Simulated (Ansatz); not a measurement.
All numbers below come from DFT PBE+U, scalar-relativistic, plane waves, PAW (Ansatz 0.2.0).

Structure of CuO:

```yaml
crystal:
  lattice:
    - [2.08920, -2.10177, 0.00000]
    - [2.08920, 2.10177, 0.00000]
    - [0.00000, 0.00000, 5.17361]
  atoms:
    - { symbol: Cu, position: [0.00000, 0.50000, 0.00000] }
    - { symbol: Cu, position: [0.50000, 0.00000, 0.50000] }
    - { symbol: O, position: [0.50000, 0.50000, 0.25000] }
    - { symbol: O, position: [0.50000, 0.50000, 0.75000] }
```

Plane waves to 420 eV, a k mesh through Γ of 14×14×8 on the computed 4-atom cell and Gaussian smearing (0.10 eV); U_eff Cu 4.00 eV on the d shells (Löwdin-orthogonalised atomic orbitals); no spin polarisation.

Levels along Γ–Y–C0 | Σ0–Γ–Z–A0 | E0–T–Y | Γ–S–R–Z–T, in eV from the Fermi level, sorted by energy at each point. Points in fractions of the primitive reciprocal vectors: Γ (0.000 0.000 0.000), Y (-0.500 0.500 0.000), C0 (-0.497 0.503 0.000), Σ0 (0.497 0.497 0.000), Z (0.000 0.000 0.500), A0 (0.497 0.497 0.500), E0 (-0.497 0.503 0.500), T (-0.500 0.500 0.500), S (0.000 0.500 0.000), R (0.000 0.500 0.500).
```tsv
point	k (1/Å, with 2π)	band 22	band 23	band 24	band 25	band 26	band 27	band 28
Γ	0.000	-3.10	-2.55	-2.11	0.66	0.68	1.56	6.43
-	0.213	-2.93	-2.48	-2.09	0.52	0.62	1.92	6.79
-	0.427	-2.81	-2.31	-2.09	0.14	0.56	2.79	6.76
-	0.641	-2.71	-2.24	-2.18	-0.34	0.59	3.75	6.23
-	0.854	-2.67	-2.56	-2.10	-0.85	0.74	4.30	6.00
-	1.068	-2.85	-2.53	-1.97	-1.32	0.94	3.91	6.25
-	1.281	-3.19	-2.04	-1.83	-1.68	1.09	3.06	6.98
Y	1.495	-3.38	-1.81	-1.78	-1.77	1.15	2.63	7.62
-	1.496	-3.38	-1.81	-1.78	-1.77	1.15	2.63	7.62
-	1.497	-3.38	-1.81	-1.78	-1.77	1.15	2.63	7.62
-	1.499	-3.38	-1.81	-1.78	-1.77	1.15	2.63	7.62
-	1.500	-3.38	-1.81	-1.78	-1.77	1.15	2.63	7.62
-	1.501	-3.38	-1.81	-1.78	-1.77	1.15	2.63	7.62
-	1.502	-3.38	-1.81	-1.78	-1.77	1.15	2.63	7.62
C0	1.504	-3.38	-1.81	-1.78	-1.77	1.15	2.63	7.62
Σ0	1.504	-3.38	-1.81	-1.78	-1.77	1.15	2.63	7.62
-	1.717	-3.18	-2.05	-1.84	-1.67	1.09	3.09	6.96
-	1.931	-2.84	-2.54	-1.99	-1.31	0.93	3.96	6.23
-	2.144	-2.67	-2.56	-2.12	-0.84	0.74	4.32	5.99
-	2.358	-2.72	-2.23	-2.19	-0.34	0.60	3.76	6.22
-	2.571	-2.82	-2.31	-2.09	0.13	0.57	2.79	6.76
-	2.785	-2.94	-2.47	-2.09	0.51	0.64	1.92	6.79
Γ	2.998	-3.10	-2.55	-2.11	0.66	0.68	1.56	6.43
-	3.085	-2.95	-2.56	-2.17	0.64	0.66	1.64	6.21
-	3.172	-2.72	-2.60	-2.33	0.58	0.59	1.85	5.78
-	3.259	-2.52	-2.49	-2.49	0.49	0.50	2.16	5.34
-	3.345	-2.68	-2.27	-2.27	0.37	0.38	2.52	4.91
-	3.432	-2.76	-2.09	-2.08	0.26	0.27	2.90	4.49
-	3.519	-2.81	-1.96	-1.95	0.18	0.18	3.29	4.08
Z	3.606	-2.84	-1.91	-1.91	0.15	0.15	3.68	3.68
-	3.819	-2.84	-1.92	-1.92	0.00	0.00	3.94	3.94
-	4.033	-2.83	-1.98	-1.98	-0.30	-0.30	4.50	4.50
-	4.246	-2.77	-2.15	-2.15	-0.49	-0.49	4.99	4.99
-	4.460	-2.60	-2.39	-2.39	-0.55	-0.55	5.16	5.16
-	4.673	-2.54	-2.36	-2.36	-0.53	-0.53	4.96	4.96
-	4.887	-2.46	-2.17	-2.17	-0.54	-0.54	4.63	4.63
A0	5.101	-2.38	-2.09	-2.09	-0.56	-0.56	4.48	4.48
E0	5.101	-2.38	-2.09	-2.09	-0.56	-0.56	4.48	4.48
-	5.102	-2.38	-2.09	-2.09	-0.56	-0.56	4.48	4.48
-	5.103	-2.38	-2.09	-2.09	-0.56	-0.56	4.48	4.48
-	5.104	-2.38	-2.09	-2.09	-0.56	-0.56	4.48	4.48
-	5.106	-2.38	-2.09	-2.09	-0.56	-0.56	4.48	4.48
-	5.107	-2.38	-2.09	-2.09	-0.56	-0.56	4.48	4.48
-	5.108	-2.38	-2.09	-2.09	-0.56	-0.56	4.48	4.48
T	5.109	-2.38	-2.09	-2.09	-0.56	-0.56	4.48	4.48
-	5.196	-2.45	-2.05	-2.04	-0.87	-0.23	4.03	4.96
-	5.283	-2.59	-1.98	-1.97	-1.15	0.10	3.63	5.49
-	5.370	-2.78	-1.91	-1.90	-1.38	0.43	3.29	6.03
-	5.456	-3.00	-1.85	-1.84	-1.57	0.72	3.01	6.57
-	5.543	-3.23	-1.81	-1.80	-1.70	0.95	2.80	7.07
-	5.630	-3.37	-1.79	-1.78	-1.78	1.10	2.67	7.46
Y	5.717	-3.38	-1.81	-1.78	-1.77	1.15	2.63	7.62
Γ	5.717	-3.10	-2.55	-2.11	0.66	0.68	1.56	6.43
-	5.868	-2.91	-2.53	-2.10	0.58	0.66	1.74	6.62
-	6.020	-2.64	-2.50	-2.08	0.38	0.64	2.22	7.04
-	6.171	-2.50	-2.37	-2.11	0.20	0.61	2.86	6.47
-	6.322	-2.49	-2.21	-2.14	0.15	0.57	3.55	5.81
-	6.474	-2.43	-2.33	-1.96	0.18	0.54	4.18	5.30
-	6.625	-2.42	-2.34	-1.84	0.23	0.52	4.29	5.53
S	6.777	-2.46	-2.29	-1.80	0.26	0.51	4.19	6.10
-	6.864	-2.47	-2.30	-1.83	0.22	0.52	4.22	6.11
-	6.950	-2.52	-2.33	-1.91	0.14	0.54	4.29	6.11
-	7.037	-2.58	-2.38	-2.04	0.02	0.57	4.40	6.11
-	7.124	-2.63	-2.44	-2.19	-0.10	0.60	4.52	6.12
-	7.210	-2.67	-2.50	-2.35	-0.20	0.63	4.62	6.13
-	7.297	-2.70	-2.54	-2.49	-0.27	0.65	4.68	6.14
R	7.384	-2.70	-2.56	-2.55	-0.29	0.66	4.71	6.14
-	7.535	-2.62	-2.52	-2.50	-0.44	0.63	4.76	5.97
-	7.687	-2.42	-2.41	-2.37	-0.77	0.56	4.81	5.58
-	7.838	-2.32	-2.22	-2.17	-1.02	0.46	4.73	5.09
-	7.990	-2.43	-2.09	-2.00	-0.89	0.35	4.49	4.59
-	8.141	-2.64	-1.99	-1.91	-0.47	0.25	4.13	4.15
-	8.293	-2.79	-1.93	-1.90	-0.04	0.17	3.81	3.82
Z	8.444	-2.84	-1.91	-1.91	0.15	0.15	3.68	3.68
-	8.658	-2.84	-1.92	-1.92	-0.01	-0.01	3.94	3.94
-	8.871	-2.83	-1.98	-1.98	-0.30	-0.30	4.50	4.50
-	9.085	-2.77	-2.15	-2.15	-0.50	-0.50	4.99	4.99
-	9.298	-2.59	-2.40	-2.40	-0.55	-0.55	5.15	5.15
-	9.512	-2.54	-2.35	-2.35	-0.53	-0.53	4.94	4.94
-	9.725	-2.46	-2.17	-2.17	-0.54	-0.54	4.62	4.62
T	9.939	-2.38	-2.09	-2.09	-0.56	-0.56	4.48	4.48
```

Spin polarisation was left out, and a magnetic state may lie lower.

This form isn't the usual stable structure of the compound.

Cost: 1 run of about 2.1 core-minutes, on Arm Neoverse V1 (shared hosts).